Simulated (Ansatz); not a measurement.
Input and command of a plane-wave DFT calculation in Ansatz:

```yaml
crystal:
  lattice:
    - [0.0, 2.9681925, 2.89752125]
    - [2.9681925, 0.0, 2.89752125]
    - [2.9681925, 2.9681925, 0.0]
  atoms:
    - { symbol: Ga, position: [0.0, 0.0, 0.0] }
    - { symbol: As, position: [0.75, 0.75, 0.75] }
basis:
  ecutwfc: 420
kpoints:
  mp_grid: { grid: [10, 10, 10] }
hamiltonian:
  xc: pbe
scf:
  occupations: { method: gaussian, width: 0.05 }
output:
  forces: true
  stress: true
  eigenvalues: true
```

```bash
ansatz run input.yaml --threads 1 --pin off --max-ram 2560MiB --backend cpu --events-out ev --progress --plain --runs-dir out
```

Processor: Arm Neoverse V1, 1 thread, on a host shared with other jobs.

Q: How long does it run, and how much memory does it take?

A: About 8.9 s on 1 thread of Arm Neoverse V1, on a shared host, peak memory 0.39 GiB. It solves 18 bands at 102 k points (the mesh reduced by symmetry) with about 957 plane waves, in 6 SCF iterations.
